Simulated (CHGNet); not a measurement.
# Rock-salt NaBr

These are the machine-learned potential CHGNet-r²SCAN (trained on r²SCAN data) values and carry that method's errors.

Cell (relaxed at this level):

```
CELL_PARAMETERS angstrom
      0.00000     2.97012     2.97012
      2.97012     0.00000     2.97012
      2.97012     2.97012     0.00000
ATOMIC_POSITIONS crystal
  Na 0.00000 0.00000 0.00000
  Br 0.50000 0.50000 0.50000
```

- lattice constant a = 5.940 Å
- equilibrium volume per atom = 26.20 Å³/atom

Measured, for comparison: lattice constant a 5.926 Å, equilibrium volume per atom 26.01 Å³/atom (low temperature, zero-point motion not removed; as tabulated in Doll and Stoll (1998), arXiv:cond-mat/9801031). Computed (rounded) less measured: lattice constant a +0.2 %, equilibrium volume per atom +0.7 %.

A machine-learned potential is trained on density-functional data: it inherits that level's misses and adds fitting errors of its own.
